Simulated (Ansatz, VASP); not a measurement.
# Hf in VASP and in Ansatz

INCAR

```
PREC     = Accurate       # precision mode
ENCUT    = 520            # plane-wave cutoff, eV
EDIFF    = 1E-8           # SCF threshold, eV
ISMEAR   = -1             # smearing method
SIGMA    = 0.05           # smearing width, eV
LREAL    = F              # projectors in reciprocal space
LASPH    = T              # aspherical terms in the spheres
NELM     = 60             # most SCF steps
ALGO     = Normal         # electronic algorithm
ISIF     = 2              # what is computed and relaxed
LWAVE    = F              # write WAVECAR
LCHARG   = F              # write CHGCAR
GGA      = PS             # functional
LEFG     = T            
NBANDS   = 11             # bands
```

KPOINTS

```
Automatic mesh
0
Gamma
  14 14 14
```

Contents of POSCAR:

```
Hf
1.0
   -1.8287527239      1.8287527239      1.8287527239
    1.8287527239     -1.8287527239      1.8287527239
    1.8287527239      1.8287527239     -1.8287527239
Hf
1
Direct
    0.0000000000      0.0000000000      0.0000000000
```

Input for Ansatz:

```yaml
crystal:
  lattice:
    - [-1.8287527239, 1.8287527239, 1.8287527239]
    - [1.8287527239, -1.8287527239, 1.8287527239]
    - [1.8287527239, 1.8287527239, -1.8287527239]
  atoms:
    - { symbol: Hf, position: [0.0, 0.0, 0.0] }
kpoints:
  mp_grid: { grid: [14, 14, 14] }
scf:
  occupations: { method: fermi_dirac, width: 0.05 }
hamiltonian:
  xc: pbesol
  pseudopotentials: { kind: all_electron, datasets: crystal }
output:
  forces: true
  stress: true
  eigenvalues: true
  efg: { contact_densities: true }
```

Change from the starting cell: volume scaled by 1.04, crystal datasets.

Alike in both runs: task electric field gradients; functional PBEsol; k mesh 14 × 14 × 14; occupations fermi-dirac, width 0.05 eV; no spin polarisation.

|  | VASP | Ansatz |
| --- | --- | --- |
| version | VASP 6.6.1 | Ansatz 0.2.0 |
| potentials or method | VASP PAW PBE potentials, release 64 (Hf_pv) | all-electron PAW with datasets made for the crystal, scalar-relativistic |
| plane-wave cutoff (eV) | 520 | see its input |

Ansatz gave:

```
pressure (GPa)                                                 : -11.7
Vzz of the field gradient on the site that differs most (V/Å²) : 0.0
```

What did VASP give for the same quantities?

Pressure (GPa): -12.1; Vzz of the field gradient on the site that differs most (V/Å²): 0.0.

Ansatz ran all-electron here, so the differences hold the error of VASP's frozen core and of both bases. Ansatz warned: «gradients_without_spin_orbit».

Caveats: the PAW data sets were made with another functional, which shifts forces and pressure a little (VASP). The runs have no spin-orbit coupling, so splittings on Hf are missing.
